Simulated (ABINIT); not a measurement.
# TaN (Fm-3m) in ABINIT: a series of runs

The runs below take TaN through optical spectrum, phonons, with PBE, LDA.

Program: ABINIT 10.8.3 (patched build). These are calculated values, not measurements. Logs are shortened: lines on timing, memory, paths and dates and some standing lists are left out, and cuts for length are marked. The log counts tension as positive stress, the text compression.

**1. Starting point**

It takes space group Fm-3m (No. 225, cubic). The conventional cell has a = 4.423 Å, b = 4.423 Å, c = 4.423 Å, α = 90.00°, β = 90.00°, γ = 90.00°. Ta (site symmetry m-3m) has 6 N at 2.21 Å as nearest neighbours. N (site symmetry m-3m) has 6 Ta at 2.21 Å as nearest neighbours.

The cell comes from a database or a generator and needn't be the stable form of this composition.

**2. Optical spectrum, PBE, spin-orbit coupling, no magnetisation**

run.abi

```
ndtset 3

pp_dirpath "./"
pseudos "Ta.upf, N.upf"

acell 3*1.0 Angstrom
rprim
     0.0000000000     2.2113230000     2.2113230000
     2.2113230000     0.0000000000     2.2113230000
     2.2113230000     2.2113230000     0.0000000000
ntypat 2
znucl 73 7
natom 2
typat 1 2
xred
            1/2            1/2            1/2
            0.0            0.0            0.0

ecut 36.0

ngkpt 6 6 6
nshiftk 4
shiftk
     0.5000000000     0.5000000000     0.5000000000
     0.5000000000     0.0000000000     0.0000000000
     0.0000000000     0.5000000000     0.0000000000
     0.0000000000     0.0000000000     0.5000000000
istwfk *1

ixc 11

occopt 3
tsmear 0.05 eV

nspinor 2
nspden 1
so_psp 2*1

nstep 80

iomode 3
prteig 0
prtebands 0

nband1 26
tolvrs1 1.0e-12
prtden1 1
prtwf1 0
kptopt1 1

iscf2 -3
getden2 1
nband2 38
nbdbuf2 4
tolwfr2 1.0e-12
nstep2 120
prtden2 0
kptopt2 1

optdriver3 8
wfk_task3 "wfk_optics_fullbz"
getwfk3 2
nband3 34
kptopt3 1
prtevk3 1
inclvkb3 2
```

optic.abi

```
&FILES
 ddkfile_1 = 'runo_DS3_1_EVK.nc',
 ddkfile_2 = 'runo_DS3_2_EVK.nc',
 ddkfile_3 = 'runo_DS3_3_EVK.nc',
 wfkfile = 'runo_DS3_WFK.nc'
/
&PARAMETERS
 broadening = 0.007350,
 domega = 0.002,
 maxomega = 0.8,
 scissor = 0.000000,
 tolerance = 0.002
/
&COMPUTATIONS
 num_lin_comp = 1,
 lin_comp = 11,
 num_nonlin_comp = 0
/
```

Potentials or basis: PseudoDojo NC FR PBE v0.4 standard.

On the command line:

```
$ abinit run.abi > log 2>&1
$ optic optic.abi > optic.log 2>&1
```

run.abo:

```text
.Version 10.8.3 of ABINIT
 DATASET    1 : space group Fm -3 m (#225); Bravais cF (face-center cubic)
================================================================================
 Values of the parameters that define the memory need for DATASET  1.
     intxc =       0    ionmov =       0      iscf =       7    lmnmax =      26
     lnmax =      26     mgfft =      32  mpssoang =       7    mqgrid =    3001
     natom =       2  nloc_mem =       1    nspden =       1   nspinor =       2
    nsppol =       1      nsym =      48    n1xccc =    2501    ntypat =       2
    occopt =       3   xclevel =       2
       mpw =        1519          nfft =       32768          nkpt =          28
================================================================================
================================================================================
[... 13 lines left out ...]
 DATASET    3 : space group Fm -3 m (#225); Bravais cF (face-center cubic)
================================================================================
 Values of the parameters that define the memory need for DATASET  3.
     intxc =       0    ionmov =       0      iscf =       7    lmnmax =      26
     lnmax =      26     mgfft =      32  mpssoang =       7    mqgrid =    3001
     natom =       2  nloc_mem =       1    nspden =       1   nspinor =       2
    nsppol =       1      nsym =      48    n1xccc =    2501    ntypat =       2
    occopt =       3   xclevel =       2
       mpw =        1519          nfft =       32768          nkpt =          28
================================================================================
================================================================================

--------------------------------------------------------------------------------
------------- Echo of variables that govern the present computation ------------
--------------------------------------------------------------------------------
 -outvars: echo values of preprocessed input variables --------
            acell      1.8897261259E+00  1.8897261259E+00  1.8897261259E+00 Bohr
              amu      1.80947900E+02  1.40067400E+01
             ecut      3.60000000E+01 Hartree
           getden1          0
           getden2          1
           getden3          0
           getwfk1          0
           getwfk2          0
           getwfk3          2
             iscf1          7
             iscf2         -3
             iscf3          7
              ixc          11
           jdtset        1    2    3
         kptrlatt        6   -6    6     -6    6    6     -6   -6    6
          kptrlen      5.01455382E+01
            natom           2
            nband1         26
            nband2         38
            nband3         34
           nbdbuf1          0
           nbdbuf2          4
           nbdbuf3          0
           ndtset           3
            ngfft          32      32      32
             nkpt          28
          nspinor           2
            nstep1         80
            nstep2        120
            nstep3         80
             nsym          48
           ntypat           2
           occopt           3
        optdriver1          0
        optdriver2          0
        optdriver3          8
           prtden1          1
           prtden2          0
           prtden3          1
        prtebands           0
           prteig           0
           prtevk1          0
           prtevk2          0
           prtevk3          1
            prtwf1          0
            prtwf2          1
            prtwf3          1
            rprim      0.0000000000E+00  2.2113230000E+00  2.2113230000E+00
                       2.2113230000E+00  0.0000000000E+00  2.2113230000E+00
                       2.2113230000E+00  2.2113230000E+00  0.0000000000E+00
           shiftk      5.00000000E-01  5.00000000E-01  5.00000000E-01
          spgroup         225
           tolvrs1     1.00000000E-12
           tolvrs2     0.00000000E+00
           tolvrs3     0.00000000E+00
           tolwfr1     0.00000000E+00
           tolwfr2     1.00000000E-12
           tolwfr3     0.00000000E+00
           tsmear      1.83746611E-03 Hartree
            typat      1  2
         wfk_task1          0
         wfk_task2          0
         wfk_task3          7
           xangst      2.2113230000E+00  2.2113230000E+00  2.2113230000E+00
                       0.0000000000E+00  0.0000000000E+00  0.0000000000E+00
            xcart      4.1787948459E+00  4.1787948459E+00  4.1787948459E+00
                       0.0000000000E+00  0.0000000000E+00  0.0000000000E+00
             xred      5.0000000000E-01  5.0000000000E-01  5.0000000000E-01
                       0.0000000000E+00  0.0000000000E+00  0.0000000000E+00
            znucl       73.00000    7.00000

================================================================================

 chkinp: Checking input parameters for consistency, jdtset=   1.

 chkinp: Checking input parameters for consistency, jdtset=   2.
[... 6 lines left out ...]
--- !DatasetInfo
iteration_state: {dtset: 1, }
[... 193 lines left out ...]
--------------------------------------------------------------------------------

================================================================================

--- !BeginCycle
iteration_state: {dtset: 2, }
solver: {iscf: -3, nstep: 120, nline: 4, wfoptalg: 0, }
tolerances: {tolwfr: 1.00E-12, }
...

     iter   Etot(hartree)      deltaE(h)  residm     vres2
 Non-SCF case, kpt    1 ( -0.08333 -0.16667  0.00000), residuals and eigenvalues=
  2.33E-13  4.16E-13  1.16E-13  3.02E-13  2.35E-13  4.55E-13  2.74E-13  7.68E-13
  2.02E-13  5.36E-13  1.72E-13  3.33E-13  1.61E-13  6.41E-13  2.63E-13  6.32E-13
  1.11E-13  2.32E-13  1.77E-13  7.25E-13  1.21E-13  6.93E-13  1.23E-13  5.33E-13
  8.88E-14  2.90E-13  3.12E-13  5.51E-13  1.26E-13  9.51E-13  3.54E-13  6.03E-13
  7.81E-13  4.76E-13  8.40E-11  6.76E-10  6.99E-08  2.61E-07
 -1.9549E+00 -1.9549E+00 -9.5434E-01 -9.5434E-01 -6.3436E-01 -6.3436E-01
 -6.2993E-01 -6.2993E-01 -7.3085E-02 -7.3085E-02  3.6387E-01  3.6387E-01
  4.1099E-01  4.1099E-01  4.1888E-01  4.1888E-01  5.0835E-01  5.0835E-01
  5.6348E-01  5.6348E-01  5.7167E-01  5.7167E-01  6.3149E-01  6.3149E-01
  6.5718E-01  6.5718E-01  7.3196E-01  7.3196E-01  9.9266E-01  9.9266E-01
  1.2730E+00  1.2730E+00  1.3222E+00  1.3222E+00  1.4054E+00  1.4054E+00
  1.4636E+00  1.4636E+00
 prteigrs : prtvol=0 or 1, do not print more k-points.

--- !ResultsGS
iteration_state: {dtset: 2, }
comment   : Summary of ground state results
lattice_vectors:
- [  0.0000000,   4.1787948,   4.1787948, ]
- [  4.1787948,   0.0000000,   4.1787948, ]
- [  4.1787948,   4.1787948,   0.0000000, ]
lattice_lengths: [   5.90971,    5.90971,    5.90971, ]
lattice_angles: [ 60.000,  60.000,  60.000, ] # degrees, (23, 13, 12)
lattice_volume:   1.4594296E+02
convergence: {deltae:  0.000E+00, res2:  0.000E+00, residm:  9.990E-13, diffor:  0.000E+00, }
etotal    :  -7.56696223E+01
entropy   :   0.00000000E+00
fermie    :   5.89874785E-01
cartesian_stress_tensor: null
pressure_GPa: null
xred      :
- [  5.0000E-01,   5.0000E-01,   5.0000E-01, Ta]
- [  0.0000E+00,   0.0000E+00,   0.0000E+00,  N]
cartesian_forces: null
force_length_stats: {min: null, max: null, mean: null, }
...

 Integrated electronic density in atomic spheres:
 ------------------------------------------------
 Atom  Sphere_radius  Integrated_density
    1        2.00000          9.28827500
    2        2.00000          5.36046834
================================================================================

 ----iterations are completed or convergence reached----

 Mean square residual over all n,k,spin=   42.853E-14; max=  99.902E-14
 reduced coordinates (array xred) for    2 atoms
       0.500000000000      0.500000000000      0.500000000000
       0.000000000000      0.000000000000      0.000000000000

 cartesian coordinates (angstrom) at end:
    1      2.21132300000000     2.21132300000000     2.21132300000000
    2      0.00000000000000     0.00000000000000     0.00000000000000
 length scales=  1.889726125908  1.889726125908  1.889726125908 bohr
              =  1.000000000000  1.000000000000  1.000000000000 angstroms
 Eigenvalues (hartree) for nkpt=  28  k points:
 kpt#   1, nband= 38, wtk=  0.02778, kpt= -0.0833 -0.1667  0.0000 (reduced coord)
  -1.95487   -1.95487   -0.95434   -0.95434   -0.63436   -0.63436   -0.62993   -0.62993
  -0.07309   -0.07309    0.36387    0.36387    0.41099    0.41099    0.41888    0.41888
   0.50835    0.50835    0.56348    0.56348    0.57167    0.57167    0.63149    0.63149
   0.65718    0.65718    0.73196    0.73196    0.99266    0.99266    1.27296    1.27296
   1.32221    1.32221    1.40543    1.40543    1.46364    1.46364
      occupation numbers for kpt#   1
   1.00000    1.00000    1.00000    1.00000    1.00000    1.00000    1.00000    1.00000
   1.00000    1.00000    1.00000    1.00000    1.00000    1.00000    1.00000    1.00000
   1.00000    1.00000    1.00000    1.00000    0.99995    0.99995    0.00000    0.00000
   0.00000    0.00000    0.00000    0.00000    0.00000    0.00000    0.00000    0.00000
   0.00000    0.00000    0.00000    0.00000    0.00000    0.00000
 prteigrs : prtvol=0 or 1, do not print more k-points.

--- !EnergyTerms
iteration_state     : {dtset: 2, }
comment             : Components of total free energy in Hartree
kinetic             :  2.43917339770955E+01
hartree             :  7.65244883662397E+00
xc                  : -1.79615060732177E+01
Ewald energy        : -6.16881514544083E+01
psp_core            :  3.31419895323815E+00
local_psp           : -3.49336725684197E+01
non_local_psp       :  3.55556245309642E+00
internal            : -7.56693858759917E+01
'-kT*entropy'       : -2.36345214720093E-04
total_energy        : -7.56696222212064E+01
...

--- !EnergyTermsDC
iteration_state     : {dtset: 2, }
comment             : '"Double-counting" decomposition of free energy'
band_energy         : -5.36341076444051E+00
Ewald energy        : -6.16881514544083E+01
psp_core            :  3.31419895323815E+00
xc_dc               : -1.19320226775902E+01
internal            : -7.56693859432009E+01
'-kT*entropy'       : -2.36345214720093E-04
total_energy_dc     : -7.56696222884156E+01
...

================================================================================
== DATASET  3 ==================================================================

--- !DatasetInfo
iteration_state: {dtset: 3, }
dimensions: {natom: 2, nkpt: 28, mband: 34, nsppol: 1, nspinor: 2, nspden: 1, mpw: 1519, }
cutoff_energies: {ecut:  36.0, pawecutdg:  -1.0, }
electrons: {nelect:   1.80000000E+01, charge:   0.00000000E+00, occopt:   3.00000000E+00, tsmear:   1.83746611E-03, }
meta: {optdriver: 8, wfk_task: 7, }
...

 mkfilename : getwfk/=0, take file _WFK from output of DATASET   2.

 Exchange-correlation functional for the present dataset will be:
  GGA: Perdew-Burke-Ernzerhof functional - ixc=11
  J.P.Perdew, K.Burke, M.Ernzerhof, PRL 77, 3865 (1996)

--------------------------------------------------------------------------------

 Computation of velocity matrix elements (DDK)

 Parameters extracted from the Abinit header:
    ecut:     36.0
    nkpt:    864
    mband:   38
    nsppol:  1
    nspinor: 2
    useylm:  0
    inclvkb: 2
    bmin: 1, bmax: 38
    Computing diagonal and off-diagonal matrix elements
    Between band index bmin: 1, bmax: 38

== END DATASET(S) ==============================================================
================================================================================

 -outvars: echo values of variables after computation  --------
            acell      1.8897261259E+00  1.8897261259E+00  1.8897261259E+00 Bohr
           etotal1    -7.5669622288E+01
           etotal2    -7.5669622288E+01
           etotal3     0.0000000000E+00
            fcart1    -0.0000000000E+00 -0.0000000000E+00 -0.0000000000E+00
                      -0.0000000000E+00 -0.0000000000E+00 -0.0000000000E+00
            fcart3     0.0000000000E+00  0.0000000000E+00  0.0000000000E+00
                       0.0000000000E+00  0.0000000000E+00  0.0000000000E+00
            rprim      0.0000000000E+00  2.2113230000E+00  2.2113230000E+00
                       2.2113230000E+00  0.0000000000E+00  2.2113230000E+00
                       2.2113230000E+00  2.2113230000E+00  0.0000000000E+00
           strten1     5.8944444168E-05  5.8944444168E-05  5.8944444168E-05
                       0.0000000000E+00  0.0000000000E+00  0.0000000000E+00
           strten3     0.0000000000E+00  0.0000000000E+00  0.0000000000E+00
                       0.0000000000E+00  0.0000000000E+00  0.0000000000E+00
           xangst      2.2113230000E+00  2.2113230000E+00  2.2113230000E+00
                       0.0000000000E+00  0.0000000000E+00  0.0000000000E+00
             xred      5.0000000000E-01  5.0000000000E-01  5.0000000000E-01
                       0.0000000000E+00  0.0000000000E+00  0.0000000000E+00
 Calculation completed.
```

Wall time 24 min (1 thread of Intel Xeon Platinum 8175M at 2.50GHz (Skylake/Cascade Lake), shared host); peak memory 1.7 GiB.

Results:

```yaml
Free_energy: -2059.0753 eV
Pressure: -1.7 GPa
```

Dielectric function (mean over the directions given):
```
energy (eV)  real part  imaginary part
       0.33      27.32          169.79
       0.76     -33.18           37.09
       1.31      -6.23            8.24
       1.74      -0.48            8.48
       2.29      -0.24            5.09
       2.83       1.42            3.23
       3.27       3.54            1.85
       3.81       5.60            3.66
       4.25       4.78            2.71
       4.79       6.50            3.25
       5.33       6.04            4.90
       5.77       7.18            5.48
       6.31       5.48            6.06
       6.75       4.60            7.26
       7.29       3.67            6.76
       7.84       3.42            8.39
       8.27       1.42            7.59
       8.82       1.45            7.07
       9.36       1.00            6.45
       9.80       0.47            6.22
      10.34       0.79            6.87
      10.78      -0.61            6.53
      11.32      -1.43            6.03
      11.86      -3.31            4.55
      12.30      -2.42            2.65
      12.84      -1.29            2.89
      13.28      -1.66            2.76
      13.82      -1.13            1.79
      14.37      -1.20            1.83
      14.80      -0.96            1.53
      15.35      -0.34            1.01
      15.89      -0.12            1.62
      16.33      -0.30            1.50
      16.87      -0.14            1.35
      17.31      -0.04            1.25
      17.85      -0.34            1.43
      18.39      -0.03            1.08
      18.83       0.12            0.98
      19.38       0.41            1.19
      19.92       0.14            1.39
```

Caveat: the cutoff is short for stress, so the pressure is rough; the intraband (Drude) term is left out; spectra need much finer meshes, so this one isn't converged; independent-particle spectra lack excitons.

(Continued in part 2 of 2.)
